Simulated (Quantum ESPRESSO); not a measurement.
# Si (I4_1/amd) in Quantum ESPRESSO: a series of runs, part 2 of 2

Quantum ESPRESSO 7.5. Earlier steps stand in the parts before.

### 4 Phonons, LDA

Contents of pw.in:

```
&CONTROL
  calculation = 'scf'
  prefix = 'pwscf'
  outdir = './tmp'
  pseudo_dir = './pseudo'
  tprnfor = .true.
  tstress = .true.
  disk_io = 'low'
/
&SYSTEM
  ibrav = 0
  celldm(1) = 8
  nat = 2
  ntyp = 1
  ecutwfc = 45
  ecutrho = 360
  nbnd = 9
  occupations = 'smearing'
  smearing = 'mv'
  degauss = 0.01469973
/
&ELECTRONS
  conv_thr = 4d-10
  electron_maxstep = 120
  mixing_beta = 0.5
/
ATOMIC_SPECIES
Si    28.0850 si_lda_v1.uspp.F.UPF
CELL_PARAMETERS alat
 -0.5601555243785   0.5601555243785   0.3139934417319
  0.5601555243785  -0.5601555243785   0.3139934417319
  0.5601555243785   0.5601555243785  -0.3139934417319
ATOMIC_POSITIONS crystal
Si     0.5000000000    0.5000000000    0.0000000000
Si     0.2500000000    0.7500000000    0.5000000000
K_POINTS automatic
11 11 11 0 0 0
```

Contents of scf2.in:

```
&CONTROL
  calculation = 'scf'
  prefix = 'pwscf'
  outdir = './tmp'
  pseudo_dir = './pseudo'
  tprnfor = .true.
  tstress = .true.
  disk_io = 'low'
/
&SYSTEM
  ibrav = 0
  celldm(1) = 8
  nat = 2
  ntyp = 1
  ecutwfc = 45
  ecutrho = 360
  nbnd = 9
  occupations = 'smearing'
  smearing = 'mv'
  degauss = 0.01469973
/
&ELECTRONS
  conv_thr = 1d-13
  electron_maxstep = 120
  mixing_beta = 0.5
  startingpot = 'file'
  startingwfc = 'file'
/
ATOMIC_SPECIES
Si    28.0850 si_lda_v1.uspp.F.UPF
CELL_PARAMETERS alat
 -0.5601555243785   0.5601555243785   0.3139934417319
  0.5601555243785  -0.5601555243785   0.3139934417319
  0.5601555243785   0.5601555243785  -0.3139934417319
ATOMIC_POSITIONS crystal
Si     0.5000000000    0.5000000000    0.0000000000
Si     0.2500000000    0.7500000000    0.5000000000
K_POINTS automatic
11 11 11 0 0 0
```

Contents of ph.in:

```
phonons of Si
&INPUTPH
  prefix = 'pwscf'
  outdir = './tmp'
  tr2_ph = 1d-18
  fildyn = 'dyn'
  niter_ph = 90
  alpha_mix(1) = 0.4
/
0.0000000000 0.0000000000 0.0000000000
```

Contents of dynmat.in:

```
&INPUT
  fildyn = 'dyn'
  asr = 'crystal'
  filout = 'dynmat.disp'
  fileig = 'dynmat.eig'
/
```

Potentials or basis: GBRV 1.5 LDA.

Launch:

```
OMP_NUM_THREADS=1 mpirun -n 4 pw.x -nk 4 -in pw.in > pw.out
OMP_NUM_THREADS=1 mpirun -n 4 pw.x -nk 4 -in scf2.in > scf2.out
OMP_NUM_THREADS=1 mpirun -n 4 ph.x -nk 4 -in ph.in > ph.out
OMP_NUM_THREADS=1 mpirun -n 1 dynmat.x -in dynmat.in > dynmat.out
```

pw.out:

```text
This program is part of the open-source Quantum ESPRESSO suite
     for quantum simulation of materials; please cite
[... 6 lines left out ...]
     using ibrav=0 with symmetry is DISCOURAGED, use correct ibrav instead

     K-points division:     npool     =       4
     Subspace diagonalization in iterative solution of the eigenvalue problem:
     a serial algorithm will be used

     G-vector sticks info
     --------------------
     sticks:   dense  smooth     PW     G-vecs:    dense   smooth      PW
     Sum         913     453    161                23295     8211    1663

     Using Slab Decomposition

     bravais-lattice index     =            0
     lattice parameter (alat)  =       8.0000  a.u.
     unit-cell volume          =     201.7752 (a.u.)^3
     number of atoms/cell      =            2
     number of atomic types    =            1
     number of electrons       =         8.00
     number of Kohn-Sham states=            9
     kinetic-energy cutoff     =      45.0000  Ry
     charge density cutoff     =     360.0000  Ry
     scf convergence threshold =      4.0E-10
     mixing beta               =       0.5000
     number of iterations used =            8  plain     mixing
     Exchange-correlation= SLA  PZ   NOGX NOGC
                           (   1   1   0   0   0   0   0)

     celldm(1)=   8.000000  celldm(2)=   0.000000  celldm(3)=   0.000000
     celldm(4)=   0.000000  celldm(5)=   0.000000  celldm(6)=   0.000000

     crystal axes: (cart. coord. in units of alat)
               a(1) = (  -0.560156   0.560156   0.313993 )
               a(2) = (   0.560156  -0.560156   0.313993 )
               a(3) = (   0.560156   0.560156  -0.313993 )

     reciprocal axes: (cart. coord. in units 2 pi/alat)
               b(1) = (  0.000000  0.892609  1.592390 )
               b(2) = (  0.892609  0.000000  1.592390 )
               b(3) = (  0.892609  0.892609  0.000000 )

     PseudoPot. # 1 for Si read from file:
     si_lda_v1.uspp.F.UPF
     Pseudo is Ultrasoft + core correction, Zval =  4.0
     Generated by new atomic code, or converted to UPF format
     Using radial grid of  899 points,  6 beta functions with:
                l(1) =   0
                l(2) =   0
                l(3) =   1
                l(4) =   1
                l(5) =   2
                l(6) =   2
     Q(r) pseudized with  8 coefficients,  rinner =    0.900   0.900   0.900
                                                       0.900   0.900

     atomic species   valence    mass     pseudopotential
     Si                4.00    28.08500     Si( 1.00)

     16 Sym. Ops., with inversion, found ( 8 have fractional translation)

   Cartesian axes

     site n.     atom                  positions (alat units)
         1        Si     tau(   1) = (   0.0000000   0.0000000   0.3139934  )
         2        Si     tau(   2) = (   0.5601555   0.0000000   0.1569967  )

     number of k points=   126  Marzari-Vanderbilt smearing, width (Ry)=  0.0147

     Number of k-points >= 100: set verbosity='high' to print them.

     Dense  grid:    23295 G-vectors     FFT dimensions: (  48,  48,  48)

     Smooth grid:     8211 G-vectors     FFT dimensions: (  32,  32,  30)

     Initial potential from superposition of free atoms

     starting charge       7.9988, renormalised to       8.0000
     Starting wfcs are    8 randomized atomic wfcs +    1 random wfcs

     Self-consistent Calculation

     iteration #  1     ecut=    45.00 Ry     beta= 0.50
     Davidson diagonalization with overlap
     ethr =  1.00E-02,  avg # of iterations =  6.0

     Threshold (ethr) on eigenvalues was too large:
     Diagonalizing with lowered threshold

     Davidson diagonalization with overlap
     ethr =  1.42E-04,  avg # of iterations =  3.3

     total energy              =     -19.22907921 Ry
     estimated scf accuracy    <       0.01158734 Ry

     iteration #  2     ecut=    45.00 Ry     beta= 0.50
     Davidson diagonalization with overlap
     ethr =  1.45E-04,  avg # of iterations =  1.0

     total energy              =     -19.22885772 Ry
     estimated scf accuracy    <       0.00256793 Ry

     iteration #  3     ecut=    45.00 Ry     beta= 0.50
     Davidson diagonalization with overlap
     ethr =  3.21E-05,  avg # of iterations =  1.3

     total energy              =     -19.22894039 Ry
     estimated scf accuracy    <       0.00001831 Ry

     iteration #  4     ecut=    45.00 Ry     beta= 0.50
     Davidson diagonalization with overlap
     ethr =  2.29E-07,  avg # of iterations =  5.1

     total energy              =     -19.22898242 Ry
     estimated scf accuracy    <       0.00000002 Ry

     iteration #  5     ecut=    45.00 Ry     beta= 0.50
     Davidson diagonalization with overlap
     ethr =  1.88E-10,  avg # of iterations =  3.9

     total energy              =     -19.22898253 Ry
     estimated scf accuracy    <          1.9E-09 Ry

     iteration #  6     ecut=    45.00 Ry     beta= 0.50
     Davidson diagonalization with overlap
     ethr =  2.41E-11,  avg # of iterations =  1.3

     End of self-consistent calculation

     Number of k-points >= 100: set verbosity='high' to print the bands.

     the Fermi energy is     9.6896 ev

!    total energy              =     -19.22898253 Ry
     estimated scf accuracy    <          2.4E-11 Ry
     smearing contrib. (-TS)   =      -0.00006554 Ry
     internal energy E=F+TS    =     -19.22891699 Ry

     The total energy is F=E-TS. E is the sum of the following terms:
     one-electron contribution =       8.94399720 Ry
     hartree contribution      =       0.19055842 Ry
     xc contribution           =      -8.71928906 Ry
     ewald contribution        =     -19.64418355 Ry

     convergence has been achieved in   6 iterations

     Forces acting on atoms (cartesian axes, Ry/au):

     atom    1 type  1   force =    -0.00000000    0.00000000    0.00000000
     atom    2 type  1   force =     0.00000000   -0.00000000   -0.00000000

     Total force =     0.000000     Total SCF correction =     0.000000

     Computing stress (Cartesian axis) and pressure

          total   stress  (Ry/bohr**3)                   (kbar)     P=       -9.17
  -0.00003548   0.00000000  -0.00000000           -5.22        0.00       -0.00
   0.00000000  -0.00003548   0.00000000            0.00       -5.22        0.00
   0.00000000   0.00000000  -0.00011597            0.00        0.00      -17.06

=------------------------------------------------------------------------------=
   JOB DONE.
=------------------------------------------------------------------------------=
```

scf2.out:

```text
This program is part of the open-source Quantum ESPRESSO suite
     for quantum simulation of materials; please cite
[... 6 lines left out ...]
     using ibrav=0 with symmetry is DISCOURAGED, use correct ibrav instead

     K-points division:     npool     =       4
[... 130 lines left out ...]
  -0.00003546   0.00000000  -0.00000000           -5.22        0.00       -0.00
   0.00000000  -0.00003546  -0.00000000            0.00       -5.22       -0.00
  -0.00000000  -0.00000000  -0.00011599           -0.00       -0.00      -17.06

=------------------------------------------------------------------------------=
   JOB DONE.
=------------------------------------------------------------------------------=
```

It took 38 s on 4 MPI ranks of Intel Xeon 6975P-C (Granite Rapids), shared host; peak memory 0.4 GiB.

Results:

```yaml
Free_energy: -261.6236 eV
Pressure_after_relaxing: -0.9 GPa
Band_gap_on_the_k_mesh: none (metal or under the smearing width)
Highest_phonon_frequency_at_Γ: 331 cm⁻¹
```

Levels at points of the mesh, in eV from the Fermi level:
| k point | band 1 | band 2 | band 3 | band 4 | band 5 | band 6 | band 7 | band 8 |
| --- | --- | --- | --- | --- | --- | --- | --- | --- |
| (0.00, 0.00, 0.00) | -13.87 | -2.43 | -2.43 | -1.80 | 1.59 | 7.50 | 8.99 | 9.02 |

Phonon frequencies in cm⁻¹ (negative: imaginary):
```tsv
q point	frequencies
(0.000, 0.000, 0.000)	-7 -7 -7 132 331 331
```

Optical modes at Γ, degenerate ones joined:
```csv
cm⁻¹,components,symmetry,active in
132,1,B1g,Raman
331,2,Eg,Raman
```

### 5 Phonons, LDA

pw.in is that of step 4.

scf2.in is that of step 4.

Edit ph.in of step 4 so:

```diff
@@ -9,2 +9,2 @@
 /
-0.0000000000 0.0000000000 0.0000000000
+0.8926092455 0.0000000000 0.0000000000
```

Potentials or basis: GBRV 1.5 LDA.

Launch:

```
OMP_NUM_THREADS=1 mpirun -n 4 pw.x -nk 4 -in pw.in > pw.out
OMP_NUM_THREADS=1 mpirun -n 4 pw.x -nk 4 -in scf2.in > scf2.out
OMP_NUM_THREADS=1 mpirun -n 4 ph.x -nk 4 -in ph.in > ph.out
```

pw.out:

```text
This program is part of the open-source Quantum ESPRESSO suite
     for quantum simulation of materials; please cite
[... 6 lines left out ...]
     using ibrav=0 with symmetry is DISCOURAGED, use correct ibrav instead

     K-points division:     npool     =       4
     Subspace diagonalization in iterative solution of the eigenvalue problem:
     a serial algorithm will be used

     G-vector sticks info
     --------------------
     sticks:   dense  smooth     PW     G-vecs:    dense   smooth      PW
     Sum         913     453    161                23295     8211    1663

     Using Slab Decomposition

     bravais-lattice index     =            0
     lattice parameter (alat)  =       8.0000  a.u.
     unit-cell volume          =     201.7752 (a.u.)^3
     number of atoms/cell      =            2
     number of atomic types    =            1
     number of electrons       =         8.00
     number of Kohn-Sham states=            9
     kinetic-energy cutoff     =      45.0000  Ry
     charge density cutoff     =     360.0000  Ry
     scf convergence threshold =      4.0E-10
     mixing beta               =       0.5000
     number of iterations used =            8  plain     mixing
     Exchange-correlation= SLA  PZ   NOGX NOGC
                           (   1   1   0   0   0   0   0)

     celldm(1)=   8.000000  celldm(2)=   0.000000  celldm(3)=   0.000000
     celldm(4)=   0.000000  celldm(5)=   0.000000  celldm(6)=   0.000000

     crystal axes: (cart. coord. in units of alat)
               a(1) = (  -0.560156   0.560156   0.313993 )
               a(2) = (   0.560156  -0.560156   0.313993 )
               a(3) = (   0.560156   0.560156  -0.313993 )

     reciprocal axes: (cart. coord. in units 2 pi/alat)
               b(1) = (  0.000000  0.892609  1.592390 )
               b(2) = (  0.892609  0.000000  1.592390 )
               b(3) = (  0.892609  0.892609  0.000000 )

     PseudoPot. # 1 for Si read from file:
     si_lda_v1.uspp.F.UPF
     Pseudo is Ultrasoft + core correction, Zval =  4.0
     Generated by new atomic code, or converted to UPF format
     Using radial grid of  899 points,  6 beta functions with:
                l(1) =   0
                l(2) =   0
                l(3) =   1
                l(4) =   1
                l(5) =   2
                l(6) =   2
     Q(r) pseudized with  8 coefficients,  rinner =    0.900   0.900   0.900
                                                       0.900   0.900

     atomic species   valence    mass     pseudopotential
     Si                4.00    28.08500     Si( 1.00)

     16 Sym. Ops., with inversion, found ( 8 have fractional translation)

   Cartesian axes

     site n.     atom                  positions (alat units)
         1        Si     tau(   1) = (   0.0000000   0.0000000   0.3139934  )
         2        Si     tau(   2) = (   0.5601555   0.0000000   0.1569967  )

     number of k points=   126  Marzari-Vanderbilt smearing, width (Ry)=  0.0147

     Number of k-points >= 100: set verbosity='high' to print them.

     Dense  grid:    23295 G-vectors     FFT dimensions: (  48,  48,  48)

     Smooth grid:     8211 G-vectors     FFT dimensions: (  32,  32,  30)

     Initial potential from superposition of free atoms

     starting charge       7.9988, renormalised to       8.0000
     Starting wfcs are    8 randomized atomic wfcs +    1 random wfcs

     Self-consistent Calculation

     iteration #  1     ecut=    45.00 Ry     beta= 0.50
     Davidson diagonalization with overlap
     ethr =  1.00E-02,  avg # of iterations =  6.0

     Threshold (ethr) on eigenvalues was too large:
     Diagonalizing with lowered threshold

     Davidson diagonalization with overlap
     ethr =  1.42E-04,  avg # of iterations =  3.3

     total energy              =     -19.22907921 Ry
     estimated scf accuracy    <       0.01158734 Ry

     iteration #  2     ecut=    45.00 Ry     beta= 0.50
     Davidson diagonalization with overlap
     ethr =  1.45E-04,  avg # of iterations =  1.0

     total energy              =     -19.22885772 Ry
     estimated scf accuracy    <       0.00256793 Ry

     iteration #  3     ecut=    45.00 Ry     beta= 0.50
     Davidson diagonalization with overlap
     ethr =  3.21E-05,  avg # of iterations =  1.3

     total energy              =     -19.22894039 Ry
     estimated scf accuracy    <       0.00001831 Ry

     iteration #  4     ecut=    45.00 Ry     beta= 0.50
     Davidson diagonalization with overlap
     ethr =  2.29E-07,  avg # of iterations =  5.1

     total energy              =     -19.22898242 Ry
     estimated scf accuracy    <       0.00000002 Ry

     iteration #  5     ecut=    45.00 Ry     beta= 0.50
     Davidson diagonalization with overlap
     ethr =  1.88E-10,  avg # of iterations =  3.9

     total energy              =     -19.22898253 Ry
     estimated scf accuracy    <          1.9E-09 Ry

     iteration #  6     ecut=    45.00 Ry     beta= 0.50
     Davidson diagonalization with overlap
     ethr =  2.41E-11,  avg # of iterations =  1.3

     End of self-consistent calculation

     Number of k-points >= 100: set verbosity='high' to print the bands.

     the Fermi energy is     9.6896 ev

!    total energy              =     -19.22898253 Ry
     estimated scf accuracy    <          2.4E-11 Ry
     smearing contrib. (-TS)   =      -0.00006554 Ry
     internal energy E=F+TS    =     -19.22891699 Ry

     The total energy is F=E-TS. E is the sum of the following terms:
     one-electron contribution =       8.94399720 Ry
     hartree contribution      =       0.19055842 Ry
     xc contribution           =      -8.71928906 Ry
     ewald contribution        =     -19.64418355 Ry

     convergence has been achieved in   6 iterations

     Forces acting on atoms (cartesian axes, Ry/au):

     atom    1 type  1   force =     0.00000000   -0.00000000   -0.00000000
     atom    2 type  1   force =    -0.00000000    0.00000000    0.00000000

     Total force =     0.000000     Total SCF correction =     0.000000

     Computing stress (Cartesian axis) and pressure

          total   stress  (Ry/bohr**3)                   (kbar)     P=       -9.17
  -0.00003548   0.00000000  -0.00000000           -5.22        0.00       -0.00
   0.00000000  -0.00003548   0.00000000            0.00       -5.22        0.00
  -0.00000000  -0.00000000  -0.00011597           -0.00       -0.00      -17.06

=------------------------------------------------------------------------------=
   JOB DONE.
=------------------------------------------------------------------------------=
```

Wall time 46 s (4 MPI ranks of Intel Xeon 6975P-C (Granite Rapids), shared host); peak memory 0.4 GiB.

Results:

- Free energy: -261.6236 eV
- Pressure after relaxing: -0.9 GPa
- Band gap on the k mesh: none (metal or under the smearing width)
- Highest phonon frequency at the q point run: 378 cm⁻¹

Phonon frequencies in cm⁻¹ (negative: imaginary):
| q point | frequencies |
| --- | --- |
| (-0.500, 0.500, 0.500) | 139 139 157 157 378 378 |

Caveat: the q point doesn't lie on the k mesh, which can shift a metal's frequencies strongly unless the mesh is converged.

### 6 Summary

| cell | gap on the mesh (eV) | pressure (GPa) |
| --- | --- | --- |
| relaxed to 10 GPa | none | 10.0 |
| relaxed to 15 GPa | none | 15.0 |
| relaxed | none | -0.9 |

Alike in all rows: task phonons; level LDA; potentials or basis GBRV 1.5 LDA; no spin polarisation; k mesh 11 × 11 × 11; cutoff (eV) 612; smearing cold 0.2 eV.

Caveats: the cell is more than 3 GPa from zero pressure, which shifts response properties (some runs); the q point doesn't lie on the k mesh, which can shift a metal's frequencies strongly unless the mesh is converged (some runs).

Absolute energies hang on the potentials; compare differences alone.
